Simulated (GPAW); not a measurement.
Crystal: AlN.

```
CELL_PARAMETERS angstrom
3.11300 0.00000 0.00000
-1.55650 2.69594 0.00000
0.00000 0.00000 4.98100
ATOMIC_POSITIONS crystal
Al 0.66667 0.33333 0.50000
Al 0.33333 0.66667 0.00000
N 0.66667 0.33333 0.88000
N 0.33333 0.66667 0.38000
```

* Program: GPAW 26.7.0
* Task: relaxation of cell and atoms
* Functional: PBE
* Potentials or basis: GPAW PAW data sets (gpaw-data 1.2.1)
* Cutoff: 800 eV
* Basis: pw
* k mesh: 7 × 7 × 5
* Occupations: fermi-dirac, width 0.05 eV
* Spin: no spin polarisation

At the start: pressure 4.6 GPa; volume 10.45 Å³/atom.

Task: How do energy, volume and symmetry change on relaxing?

Result: Over 6 steps the energy falls by 4.6 meV/atom and the volume is 10.69 Å³/atom (+2.3 %); space group P6_3mc (No. 186, to 0.05 Å).

The path:
```csv
step,energy change (eV),largest force (eV/Å),pressure (GPa),volume (Å³)
1,0.0000,0.1335,4.62,41.80
2,-0.0050,0.0750,3.92,41.94
3,-0.0163,0.0851,1.05,42.52
4,-0.0173,0.0741,0.49,42.64
5,-0.0183,0.0249,-0.05,42.76
6,-0.0184,0.0053,-0.04,42.76
```

Final structure:
```cif
data_structure
_symmetry_space_group_name_H-M 'P 1'
_symmetry_Int_Tables_number 1
_cell_length_a 3.1355
_cell_length_b 3.1355
_cell_length_c 5.0223
_cell_angle_alpha 90.000
_cell_angle_beta 90.000
_cell_angle_gamma 120.000
_cell_volume 42.76
loop_
_atom_site_label
_atom_site_type_symbol
_atom_site_fract_x
_atom_site_fract_y
_atom_site_fract_z
_atom_site_occupancy
Al1 Al 0.66667 0.33333 0.49914 1
Al2 Al 0.33333 0.66667 0.99914 1
N1 N 0.66667 0.33333 0.88088 1
N2 N 0.33333 0.66667 0.38087 1
```

Caveat: later steps reuse the first step's grids.
